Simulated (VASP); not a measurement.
# What goes wrong when ZnO (zincite) is relaxed with a bad input

Some relaxations of ZnO (zincite) get a fault in the input on purpose. Which of them show, and how? The starting structure is a measured crystal structure from the Crystallography Open Database. The first relaxation on each setting starts from this cell expanded by 3 % in volume.

Method: Kohn-Sham DFT with plane waves and PAW; PBEsol, in VASP 6.6.1.

**1. Set-up**

It takes space group P6_3mc (No. 186, hexagonal). Conventional cell: a = 3.249 Å, b = 3.249 Å, c = 5.206 Å, α = 90.00°, β = 90.00°, γ = 120.00°. Nearest to Zn lie 4 O at 1.97 to 1.98 Å. Nearest to O lie 4 Zn at 1.97 to 1.98 Å. Farther neighbours and most contacts between anions are not listed.

**2. Reference relaxation**

This run starts from the cell of an earlier relaxation, which isn't shown; the restart sets up the plane waves anew.

The input, INCAR:

```
SYSTEM = ZnO
PREC = Accurate
ENCUT = 520
EDIFF = 1E-06
NELM = 100
ISMEAR = 0
SIGMA = 0.03
LREAL = .FALSE.
ALGO = Normal
GGA = PS
NBANDS = 24
LORBIT = 11
LWAVE = .FALSE.
LCHARG = .FALSE.
KPAR = 8
IBRION = 2
NSW = 50
ISIF = 3
EDIFFG = -0.006
```

The input, POSCAR:

```
ZnO
1.0
    3.2381619423      0.0000000000      0.0000000000
   -1.6190809712      2.8043305036      0.0000000000
    0.0000000000      0.0000000000      5.2264561981
Zn O
2 2
Direct
    0.6666666667      0.3333333333      0.0000527707
    0.3333333333      0.6666666667      0.5000527707
    0.3333333333      0.6666666667      0.8789572293
    0.6666666667      0.3333333333      0.3789572293
```

The input, KPOINTS:

```
Automatic mesh
0
Gamma
9 9 4
0 0 0
```

PAW data sets: Zn and O (PBE family, release 64).

Command:

```bash
$ mpirun -np 8 vasp_std
```

Log:

```text
[banner, memory and clock lines left out]
running    8 mpi-ranks, on    1 nodes
 distrk:  each k-point on    1 cores,    8 groups
 distr:  one band on    1 cores,    1 groups

 POSCAR found type information on POSCAR ZnO
 POSCAR found :  2 types and       4 ions
|                                                                             |
|           W    W    AA    RRRRR   N    N  II  N    N   GGGG   !!!           |
|           W    W   A  A   R    R  NN   N  II  NN   N  G    G  !!!           |
|           W    W  A    A  R    R  N N  N  II  N N  N  G       !!!           |
|           W WW W  AAAAAA  RRRRR   N  N N  II  N  N N  G  GGG   !            |
|           WW  WW  A    A  R   R   N   NN  II  N   NN  G    G                |
|           W    W  A    A  R    R  N    N  II  N    N   GGGG   !!!           |
|                                                                             |
|     For optimal performance we recommend to set                             |
|       NCORE = 2 up to number-of-cores-per-socket                            |
|     NCORE specifies how many cores store one orbital (NPAR=cpu/NCORE).      |
|     This setting can greatly improve the performance of VASP for DFT.       |
|     The default, NCORE=1 might be grossly inefficient on modern             |
|     multi-core architectures or massively parallel machines. Do your        |
|     Unfortunately you need to use the default for GW and RPA                |
|     calculations (for HF NCORE is supported but not extensively tested      |
|     yet).                                                                   |
|                                                                             |

|                                                                             |
|               ----> ADVICE to this user running VASP <----                  |
|                                                                             |
|     You enforced a specific xc type in the INCAR file but a different       |
|     [... a line on the potential file left out ...]
|     I HOPE YOU KNOW WHAT YOU ARE DOING!                                     |
|                                                                             |

 LDA part: xc-table for (Slater+PW92), standard interpolation
 POSCAR, INCAR and KPOINTS ok, starting setup
 FFT: planning ... GRIDC
 FFT: planning ... GRID_SOFT
 FFT: planning ... GRID
 WAVECAR not read
 entering main loop
       N       E                     dE             d eps       ncg     rms          rms(c)
DAV:   1     0.281214018696E+03    0.28121E+03   -0.18427E+04  1728   0.218E+03
DAV:   2     0.509997661838E+01   -0.27611E+03   -0.26177E+03  1904   0.423E+02
DAV:   3    -0.217940828257E+02   -0.26894E+02   -0.26698E+02  2000   0.140E+02
DAV:   4    -0.222090503502E+02   -0.41497E+00   -0.41477E+00  1976   0.183E+01
DAV:   5    -0.222116243465E+02   -0.25740E-02   -0.25740E-02  1976   0.136E+00    0.141E+01
DAV:   6    -0.193079876638E+02    0.29036E+01   -0.77619E+00  3032   0.654E+01    0.910E+00
DAV:   7    -0.194519377094E+02   -0.14395E+00   -0.23799E+00  1808   0.169E+01    0.538E+00
DAV:   8    -0.194551985901E+02   -0.32609E-02   -0.59227E-01  2432   0.744E+00    0.163E+00
DAV:   9    -0.194055945170E+02    0.49604E-01   -0.11166E-01  2640   0.640E+00    0.358E-01
DAV:  10    -0.194076413021E+02   -0.20468E-02   -0.41948E-02  1752   0.146E+00    0.121E-01
DAV:  11    -0.194076095827E+02    0.31719E-04   -0.96211E-04  2320   0.367E-01    0.285E-02
DAV:  12    -0.194076381980E+02   -0.28615E-04   -0.56662E-05  2360   0.141E-01    0.228E-02
DAV:  13    -0.194076346077E+02    0.35903E-05   -0.14155E-05  2400   0.864E-02    0.865E-03
DAV:  14    -0.194076343623E+02    0.24533E-06   -0.57418E-06  1792   0.294E-02
   1 F= -.19407634E+02 E0= -.19407634E+02  d E =-.194076E+02
 curvature:   0.00 expect dE= 0.000E+00 dE for cont linesearch  0.000E+00
 trial: gam= 0.00000 g(F)=  0.908E-06 g(S)=  0.372E-04 ort = 0.000E+00 (trialstep = 0.100E+01)
 search vector abs. value=  0.381E-04
 bond charge predicted
       N       E                     dE             d eps       ncg     rms          rms(c)
DAV:   1    -0.194081162691E+02   -0.48166E-03   -0.72125E-03  2040   0.158E+00    0.163E-01
DAV:   2    -0.194076799456E+02    0.43632E-03   -0.16222E-03  2064   0.834E-01    0.596E-02
DAV:   3    -0.194076403652E+02    0.39580E-04   -0.29094E-05  2392   0.129E-01    0.329E-02
DAV:   4    -0.194076246325E+02    0.15733E-04   -0.17222E-05  2616   0.679E-02    0.367E-03
DAV:   5    -0.194076247663E+02   -0.13379E-06   -0.43468E-06  1808   0.206E-02
   2 F= -.19407625E+02 E0= -.19407625E+02  d E =0.959603E-05
 trial-energy change:    0.000010  1 .order   -0.000009   -0.000038    0.000019
 step:   0.6628(harm=  0.6628)  dis= 0.00007  next Energy=   -19.407647 (dE=-0.126E-04)
 reached required accuracy - stopping structural energy minimisation
```

Elapsed: 5 s, on 8 MPI ranks of Intel Xeon 6975P-C (Granite Rapids), shared host; peak memory 1.5 GiB.

The logs omit lines about the potential files and the build; timing stands in the text.

OUTCAR, selected parts (step 2):

```text
ion  position               nearest neighbor table
   1  0.667  0.333  0.000-   3 1.97   3 1.97   3 1.97   4 1.98
   2  0.333  0.667  0.500-   4 1.97   4 1.97   4 1.97   3 1.98
   3  0.333  0.667  0.879-   1 1.97   1 1.97   1 1.97   2 1.98
   4  0.667  0.333  0.379-   2 1.97   2 1.97   2 1.97   1 1.98

  LATTYP: Found a hexagonal cell.
 ALAT       =     3.2381619423
 C/A-ratio  =     1.6140194009

 Subroutine GETGRP returns: Found 12 space group operations
 (whereof  6 operations were pure point group operations)

The static configuration has the point symmetry C_3v.
 The point group associated with its full space group is C_6v.

 Found     36 irreducible k-points:

   k-points           NKPTS =     36   k-points in BZ     NKDIM =     36   number of bands    NBANDS=     24

   dimension x,y,z NGX =    24 NGY =   24 NGZ =   40
   dimension x,y,z NGXF=    48 NGYF=   48 NGZF=   80

   ENCUT  =  520.0 eV  38.22 Ry    6.18 a.u.   6.02  6.02  9.72*2*pi/ulx,y,z

   NELECT =      36.0000    total number of electrons

 k-points in reciprocal lattice and weights: Automatic mesh
   0.00000000  0.00000000  0.00000000       0.003
   0.11111111 -0.00000000  0.00000000       0.019
   0.22222222 -0.00000000  0.00000000       0.019
   0.33333333  0.00000000  0.00000000       0.019
   0.44444444 -0.00000000  0.00000000       0.019
   0.11111111  0.11111111  0.00000000       0.019
   0.22222222  0.11111111  0.00000000       0.037
   0.33333333  0.11111111  0.00000000       0.037
   0.44444444  0.11111111  0.00000000       0.019
[...]
0.33333333  0.22222222  0.50000000       0.037
   0.33333333  0.33333333  0.50000000       0.006

 average (electrostatic) potential at core
       1 -35.6214       2 -35.6214       3 -73.1686       4 -73.1686

 E-fermi :   1.3174

 k-point     1 :       0.0000    0.0000    0.0000
  band No.  band energies     occupation
    ...
     14       0.2855      2.00000
     15       0.2855      2.00000
     16       0.9989      2.00000
     17       1.0910      2.00000
     18       1.0910      2.00000
     19       1.7705      0.00000
     20       6.2215      0.00000
     21       9.1681      0.00000
     22      13.8899      0.00000
     23      13.8900      0.00000
    ...

 k-point     2 :       0.1111   -0.0000    0.0000
  band No.  band energies     occupation
    ...
     14      -0.1677      2.00000
     15       0.1192      2.00000
     16       0.3729      2.00000
     17       0.9163      2.00000
     18       1.0017      2.00000
     19       2.6545      0.00000
     20       6.7344      0.00000
     21       9.1581      0.00000
     22      12.6854      0.00000
     23      14.0091      0.00000
    ...

 k-point     3 :       0.2222   -0.0000    0.0000
  band No.  band energies     occupation
    ...
     14      -1.1753      2.00000
     15      -0.4425      2.00000
     16      -0.3010      2.00000
     17       0.6594      2.00000
     18       0.7637      2.00000
     19       3.9275      0.00000
     20       7.8093      0.00000
     21       9.1086      0.00000
     22      10.9760      0.00000
     23      12.8840      0.00000
    ...

  Total        0.0176319      0.0176319      0.0138952     -0.0000000      0.0000000      0.0000000
  in kB        0.5958730      0.5958730      0.4695918     -0.0000000      0.0000000      0.0000000
  external PRESSURE =       0.5537793 kB  Pullay stress =       0.0000000 kB

  energy-cutoff  :      520.00
  volume of cell :       47.41
      direct lattice vectors                 reciprocal lattice vectors
     3.236697407  0.000000000  0.000000000     0.308956901  0.178376350 -0.000000000
    -1.618348703  2.803062179  0.000000000    -0.000000000  0.356752700 -0.000000000
     0.000000000  0.000000000  5.225423938     0.000000000 -0.000000000  0.191372033

 POSITION                                       TOTAL-FORCE (eV/Angst)
 -----------------------------------------------------------------------------------
      1.61835      0.93435      0.00017         0.000000      0.000000      0.001595
     -0.00000      1.86871      2.61288         0.000000      0.000000      0.001595
     -0.00000      1.86871      4.59303        -0.000000     -0.000000     -0.001595
      1.61835      0.93435      1.98032        -0.000000     -0.000000     -0.001595
 -----------------------------------------------------------------------------------
    total drift:                                0.000000      0.000000     -0.000968

  FREE ENERGIE OF THE ION-ELECTRON SYSTEM (eV)
  ---------------------------------------------------
  free  energy   TOTEN  =       -19.4076247663 eV

  energy  without entropy=      -19.4076247663  energy(sigma->0) =      -19.40762477

 reached required accuracy - stopping structural energy minimisation

 total charge
# of ion       s       p       d       tot
------------------------------------------
    1        0.464   0.498   9.904  10.866
    2        0.464   0.498   9.904  10.866
    3        1.544   3.439   0.000   4.984
    4        1.544   3.439   0.000   4.984
--------------------------------------------------
tot          4.016   7.876  19.809  31.700

[... 3 further parts left out ...]
```

CONTCAR:

```
ZnO
   1.00000000000000
     3.2366974066456558    0.0000000000000261    0.0000000000000000
    -1.6183487033727826    2.8030621785185765    0.0000000000000000
     0.0000000000000000    0.0000000000000000    5.2254239378450027
  Zn              O
     2     2
Direct
     0.6666666667000030    0.3333333332999970    0.0000327457720900
     0.3333333332999970    0.6666666667000030    0.5000327457720900
     0.3333333332999970    0.6666666667000030    0.8789772542279110
     0.6666666667000030    0.3333333332999970    0.3789772542279110
```

The PAW data sets were made with PBE, which is usual practice but a small mismatch for other functionals. The run keeps the 12 symmetry operations of its start, so it cannot find a distortion of lower symmetry.

The reference relaxation ends at 11.852 Å³ an atom. Pressures at 0.985 and 1.015 times this volume, from two more relaxations that aren't shown, give a bulk modulus of 142.3 GPa.

**3. Relaxation with a smearing far too wide**

A slip made on purpose: a smearing far too wide. Against step 2 the input has SIGMA = 2 (also changed: NELM).

Changes to INCAR since step 2:

```diff
@@ -4,5 +4,5 @@
 EDIFF = 1E-06
-NELM = 100
+NELM = 60
 ISMEAR = 0
-SIGMA = 0.03
+SIGMA = 2
 LREAL = .FALSE.
```

The input, POSCAR:

```
ZnO
1.0
    3.2814814587      0.0000000000      0.0000000000
   -1.6407407294      2.8418463053      0.0000000000
    0.0000000000      0.0000000000      5.2572540255
Zn O
2 2
Direct
    0.6666666667      0.3333333333      0.0000000000
    0.3333333333      0.6666666667      0.5000000000
    0.3333333333      0.6666666667      0.8790100000
    0.6666666667      0.3333333333      0.3790100000
```

KPOINTS is that of step 2.

Command:

```bash
$ mpirun -np 8 vasp_std
```

Log:

```text
[banner, memory and clock lines left out]
running    8 mpi-ranks, on    1 nodes
[...]
[... a notice as in an earlier step ...]

 [... a notice as in an earlier step ...]

 LDA part: xc-table for (Slater+PW92), standard interpolation
 POSCAR, INCAR and KPOINTS ok, starting setup
[...]
entering main loop
       N       E                     dE             d eps       ncg     rms          rms(c)
DAV:   1     0.282541972782E+03    0.28254E+03   -0.18491E+04  1736   0.216E+03
DAV:   2     0.573231903367E+01   -0.27681E+03   -0.26268E+03  1864   0.421E+02
DAV:   3    -0.219521474606E+02   -0.27684E+02   -0.27403E+02  2056   0.139E+02
DAV:   4    -0.224030139402E+02   -0.45087E+00   -0.45055E+00  1904   0.188E+01
[...]
DAV:  12    -0.196071133770E+02    0.10841E-04   -0.10308E-04  2536   0.197E-01    0.132E-02
DAV:  13    -0.196071143989E+02   -0.10220E-05   -0.14428E-05  2120   0.509E-02    0.729E-03
DAV:  14    -0.196071146227E+02   -0.22375E-06   -0.22255E-06  1424   0.251E-02
   1 F= -.19607115E+02 E0= -.19210606E+02  d E =-.196071E+02
[... from here on, the cycles between the ionic steps are left out ...]
   2 F= -.19616041E+02 E0= -.19242612E+02  d E =-.892639E-02
   3 F= -.19618033E+02 E0= -.19237905E+02  d E =-.109184E-01
   4 F= -.19618031E+02 E0= -.19238195E+02  d E =-.109162E-01
   5 F= -.19617502E+02 E0= -.19240866E+02  d E =-.103872E-01
   6 F= -.19618018E+02 E0= -.19238570E+02  d E =-.109038E-01
   7 F= -.19618232E+02 E0= -.19236677E+02  d E =-.213323E-03
   8 F= -.19618228E+02 E0= -.19236937E+02  d E =-.209646E-03
   9 F= -.19618378E+02 E0= -.19237390E+02  d E =-.149640E-03
  10 F= -.19618482E+02 E0= -.19237873E+02  d E =-.254236E-03
  11 F= -.19618588E+02 E0= -.19237359E+02  d E =-.106166E-03
 trial-energy change:   -0.000106  1 .order   -0.000110   -0.000190   -0.000030
 step:   1.2212(harm=  1.2212)  dis= 0.00248  next Energy=   -19.618595 (dE=-0.113E-03)
 reached required accuracy - stopping structural energy minimisation
```

It took 17 s on 8 MPI ranks; peak memory 1.7 GiB.

OUTCAR, selected parts (step 3):

```text
  Total        0.0055302      0.0055302     -0.0025943     -0.0000000     -0.0000000      0.0000000
  in kB        0.1847264      0.1847264     -0.0866579     -0.0000000     -0.0000000      0.0000000
  external PRESSURE =       0.0942649 kB  Pullay stress =       0.0000000 kB

 POSITION                                       TOTAL-FORCE (eV/Angst)
 -----------------------------------------------------------------------------------
      1.62239      0.93668      0.00347        -0.000000      0.000000      0.003864
     -0.00000      1.87337      2.63368         0.000000      0.000000      0.003864
     -0.00000      1.87337      4.62050         0.000000     -0.000000     -0.003864
      1.62239      0.93668      1.99029        -0.000000     -0.000000     -0.003864
 -----------------------------------------------------------------------------------
    total drift:                               -0.000000     -0.000000     -0.000529

  FREE ENERGIE OF THE ION-ELECTRON SYSTEM (eV)
  ---------------------------------------------------
  free  energy   TOTEN  =       -19.6185884734 eV

  energy  without entropy=      -18.8561287107  energy(sigma->0) =      -19.23735859

[... 2 parts as in an earlier step ...]

[... 2 further parts left out ...]
[key lines of the parts left out:]
E-fermi :   2.7359
```

Logs of long relaxations may skip ionic steps without a mark.

With a smearing far too wide the cell ends at 11.991 Å³ an atom, +1.17 % from the reference; the bulk modulus is 135.3 GPa against 142.3 GPa.

**4. Relaxation with the cell held fixed (ISIF = 2)**

A slip made on purpose: the cell held fixed (ISIF = 2). Against step 2 the input has ISIF = 2 (also changed: NELM).

Changes to INCAR since step 3:

```diff
@@ -6,3 +6,3 @@
 ISMEAR = 0
-SIGMA = 2
+SIGMA = 0.03
 LREAL = .FALSE.
@@ -17,3 +17,3 @@
 NSW = 50
-ISIF = 3
+ISIF = 2
 EDIFFG = -0.006
```

POSCAR is that of step 3.

KPOINTS is that of step 3.

Command:

```bash
$ mpirun -np 8 vasp_std
```

Log:

```text
[... set-up lines as in an earlier step ...]
 entering main loop
       N       E                     dE             d eps       ncg     rms          rms(c)
DAV:   1     0.283207961455E+03    0.28321E+03   -0.18491E+04  1736   0.216E+03
DAV:   2     0.598822079489E+01   -0.27722E+03   -0.26304E+03  1864   0.421E+02
DAV:   3    -0.217342410527E+02   -0.27722E+02   -0.27482E+02  2056   0.139E+02
DAV:   4    -0.221853330214E+02   -0.45109E+00   -0.45084E+00  1904   0.188E+01
[...]
DAV:  13    -0.193855176322E+02   -0.23118E-05   -0.79316E-06  2112   0.710E-02    0.189E-02
DAV:  14    -0.193855124856E+02    0.51466E-05   -0.10846E-05  2464   0.409E-02    0.354E-03
DAV:  15    -0.193855124133E+02    0.72272E-07   -0.18785E-06  1152   0.109E-02
   1 F= -.19385512E+02 E0= -.19385512E+02  d E =-.193855E+02
[...]
N       E                     dE             d eps       ncg     rms          rms(c)
DAV:   1    -0.193856294838E+02   -0.11700E-03   -0.15300E-01  1728   0.288E+00    0.771E-02
DAV:   2    -0.193859481587E+02   -0.31867E-03   -0.33561E-03  2000   0.476E-01    0.455E-02
DAV:   3    -0.193859416763E+02    0.64823E-05   -0.13117E-05  1880   0.377E-02    0.285E-02
DAV:   4    -0.193859385366E+02    0.31398E-05   -0.98824E-06  1976   0.390E-02    0.277E-03
DAV:   5    -0.193859387804E+02   -0.24387E-06   -0.38469E-06  1680   0.153E-02
   2 F= -.19385939E+02 E0= -.19385939E+02  d E =-.426367E-03
 trial-energy change:   -0.000426  1 .order   -0.000427   -0.000601   -0.000253
 step:   1.7287(harm=  1.7287)  dis= 0.00465  next Energy=   -19.386032 (dE=-0.519E-03)
[...]
N       E                     dE             d eps       ncg     rms          rms(c)
DAV:   1    -0.193858688034E+02    0.69733E-04   -0.81277E-02  1728   0.210E+00    0.561E-02
DAV:   2    -0.193860383890E+02   -0.16959E-03   -0.17865E-03  2016   0.347E-01    0.327E-02
DAV:   3    -0.193860350814E+02    0.33076E-05   -0.69087E-06  1872   0.271E-02    0.204E-02
DAV:   4    -0.193860334410E+02    0.16404E-05   -0.49228E-06  1848   0.276E-02    0.194E-03
DAV:   5    -0.193860335777E+02   -0.13670E-06   -0.20585E-06  1472   0.114E-02
   3 F= -.19386034E+02 E0= -.19386034E+02  d E =-.521164E-03
[...]
reached required accuracy - stopping structural energy minimisation
```

Run time: 5.6 s. Hardware: 8 MPI ranks; peak memory 1.6 GiB.

OUTCAR, selected parts (step 4):

```text
  Total       -1.4456678     -1.4456678     -1.1711435      0.0000000      0.0000000      0.0000000
  in kB      -47.2443174    -47.2443174    -38.2728854      0.0000000      0.0000000      0.0000000
  external PRESSURE =     -44.2538400 kB  Pullay stress =       0.0000000 kB

 POSITION                                       TOTAL-FORCE (eV/Angst)
 -----------------------------------------------------------------------------------
      1.64074      0.94728      5.25260        -0.000000      0.000000     -0.000648
     -0.00000      1.89456      2.62397         0.000000     -0.000000     -0.000648
     -0.00000      1.89456      4.62583        -0.000000     -0.000000      0.000648
      1.64074      0.94728      1.99721         0.000000      0.000000      0.000648
 -----------------------------------------------------------------------------------
    total drift:                               -0.000001     -0.000001     -0.000080

  FREE ENERGIE OF THE ION-ELECTRON SYSTEM (eV)
  ---------------------------------------------------
  free  energy   TOTEN  =       -19.3860335777 eV

  energy  without entropy=      -19.3860335777  energy(sigma->0) =      -19.38603358

[... 2 parts as in an earlier step ...]

[... 2 further parts left out ...]
[key lines of the parts left out:]
E-fermi :   0.9975
```

With the cell held fixed (ISIF = 2) the cell ends at 12.257 Å³ an atom, +3.41 % from the reference.

[end of part 1 of 2]

[Lines on the potential files, build, host, timing and source positions are cut from VASP's logs without a mark.]

[Logs are printed without paths, hosts, clocks, repeated set-up lines and the standing remarks that a program may print on its own settings, such as how far it seeks lower states.]

[Hosts, paths, dates, database ids (printed as entryN), source tags and the programs' standing remarks are cut or masked in the printed files.]
